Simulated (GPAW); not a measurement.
Runs of GPAW 26.7.0 on Al. It takes space group Im-3m (No. 229, cubic). The conventional cell has a = 3.182 Å, b = 3.182 Å, c = 3.182 Å, α = 90.00°, β = 90.00°, γ = 90.00°. Al (site symmetry m-3m) is surrounded by 8 Al at 2.76 Å. This isn't the form of Al at room conditions, which is fcc.

```csv
level,gap on the mesh (eV),pressure (GPa),relaxed volume (Å³/atom)
PBEsol,none,0.0,(b)
PBEsol+D3(BJ)+ATM,none,0.0,(a)
PBEsol+D3,none,0.0,16.28
PBEsol+D3(BJ),none,0.0,15.94
PBEsol+D4,none,0.0,16.22
```

Alike in all rows: task relaxation of cell and atoms; potentials or basis PAW data sets generated in the run's folder for this functional, pw; no spin polarisation; cell relaxed; k mesh 12 × 12 × 12; cutoff (eV) 600; smearing fermi-dirac 0.05 eV.

Question: Fill in the values left out.

Answer: (a) 16.01; (b) 16.62.

Caveats: later steps reuse the first step's grids; pairwise dispersion overbinds metals, which lowers pressure and volume (some runs).

A gap of «none» marks a metal or a gap under the smearing width.
